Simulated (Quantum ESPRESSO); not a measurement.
Runs of Quantum ESPRESSO 7.5 on La2O3. The structure is hexagonal, space group P-62m (No. 189). The conventional cell has a = 6.267 Å, b = 6.267 Å, c = 3.300 Å, α = 90.00°, β = 90.00°, γ = 120.00°. Around La (site symmetry -6) lie 6 O at 2.45 Å. O (site symmetry m2m) is surrounded by 4 La at 2.45 Å. The cell comes from a database or a generator and needn't be the stable form of this composition.

```csv
task,level,potentials or basis,form of the LDA correlation,gap on the mesh (eV),pressure (GPa),V0 of scaled cells (Å³/atom),B0 (GPa),largest force (eV/Å)
band structure,LDA,GBRV 1.5 LDA,PZ81,(a),-3.0,-,-,0.07
equation of state,PBEsol,GBRV 1.5 PBEsol,-,-,-,22.26,(b),-
band structure,PBEsol,GBRV 1.5 PBEsol,-,1.46,-0.9,-,-,(c)
equation of state,LDA,GBRV 1.5 LDA,PZ81,-,-,21.81,108,-
```

Alike in all rows: no spin polarisation; cell as given; k mesh 5 × 5 × 8; cutoff (eV) 612; smearing fermi-dirac 0.05 eV.

Question: Estimate the missing entries.

Answer: (a) 1.39; (b) 101; (c) 0.06.

Caveats: some levels on the path didn't converge (some runs); spin-orbit coupling is left out, which moves the levels of the heavy elements (some runs); the cell was scaled at fixed shape and fractional positions, which overstates the stiffness of a crystal with free parameters, most of all of layers and chains (some runs).

A k mesh can miss the band edges, and the runs leave out spin-orbit coupling on La.

Not every run made on this cell is shown here.
